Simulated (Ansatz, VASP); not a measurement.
**HfC in VASP and in Ansatz**

```
Hf C
1.0
     0.00000    2.34040    2.34040
     2.34040    0.00000    2.34040
     2.34040    2.34040    0.00000
Hf C
1 1
Direct
  0.50000 0.50000 0.50000
  0.00000 0.00000 0.00000
```

Change from the starting cell: volume scaled by 1.02.

Alike in both runs: task single point; functional PBEsol; k mesh 10 × 10 × 10; occupations fermi-dirac, width 0.05 eV; no spin polarisation.

```csv
,VASP,Ansatz
version,VASP 6.6.1,Ansatz 0.2.0
potentials or method,"VASP PAW PBE potentials, release 64 (Hf_pv, C)",Ansatz PAW
plane-wave cutoff (eV),520,420
valence electrons in the cell,14,30
```

```csv
,VASP,Ansatz,Ansatz less VASP
gap on the k mesh at the Fermi level (eV),none,none,-
pressure (GPa),-11.2,-10.7,+0.51
```

A gap of «none» marks a metal or a gap that the smearing closes. The functional is the same, so the differences come from potentials, cutoffs and numerics. The two sets of potentials don't hold the same shells in valence.

Caveats: the PAW data sets were made with another functional, which shifts forces and pressure a little (VASP); the PAW data sets come from PBE, with cores solved anew for the run's functional, which leaves a small shift of forces and pressure (Ansatz). The runs have no spin-orbit coupling, so splittings on Hf are missing.
